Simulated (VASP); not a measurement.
The system is KI.

```
K I
1.0
     0.00000    3.50812    3.50812
     3.50812    0.00000    3.50812
     3.50812    3.50812    0.00000
K I
1 1
Direct
  0.00000 0.00000 0.00000
  0.50000 0.50000 0.50000
```

Program: VASP 6.6.1. Alike in all runs: task band structure; potentials or basis VASP PAW PBE potentials, release 64 (K_sv, I); no spin polarisation; cell as given; k mesh 4 × 4 × 4; cutoff (eV) 520; smearing gaussian 0.03 eV. Hardware: 4 MPI ranks on Intel(R) Xeon(R) 6975P-C (Granite Rapids) (shared host).

Q: Order these runs on this cell by their wall time, lowest first.
A. level PBE
B. level PBE-EpsX; exchange at q = 0 truncated; share of exact exchange 0.3441
C. level HSE06; screening parameter 0.2 1/A

A: A (6 s), C (67 s), B (190 s).
